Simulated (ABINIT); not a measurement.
Runs of ABINIT 10.8.3 (patched build) on Br. Symmetry: Cmce, No. 64, orthorhombic system. The conventional cell has a = 6.726 Å, b = 4.645 Å, c = 8.702 Å, α = 90.00°, β = 90.00°, γ = 90.00°. Br (site symmetry m) is surrounded by 1 Br at 2.29 Å. 

```csv
task,level,potentials or basis,k mesh,gap on the mesh (eV),pressure (GPa),largest force (eV/Å)
band structure,LDA,JTH PAW LDA v2.0,7 × 7 × 3,(b),-1.2,0.72
single point,LDA,JTH PAW LDA v2.0,9 × 9 × 4,1.74,-1.2,0.72
band structure,HCTH407,JTH PAW PBE v2.0,7 × 7 × 3,(a),3.7,0.34
band structure,PBEsol,JTH PAW PBE v2.0,7 × 7 × 3,(c),0.1,0.75
single point,LDA,JTH PAW LDA v2.0,6 × 6 × 2,1.73,-1.2,0.71
```

Alike in all rows: no spin polarisation; cell as given; cutoff (eV) 408; smearing fermi-dirac 0.05 eV.

Q: Estimate the missing entries.

A: (a) 2.01; (b) 1.75; (c) 1.84.

Caveats: the atomic spheres overlap; the PAW data sets were made with another functional, which shifts forces and pressure a little (some runs); an odd mesh through Γ misses points on the zone boundary, where band edges often lie (some runs).

A k mesh can miss the band edges, and the runs leave out spin-orbit coupling on Br.

Runs at the PBE level aren't shown here.
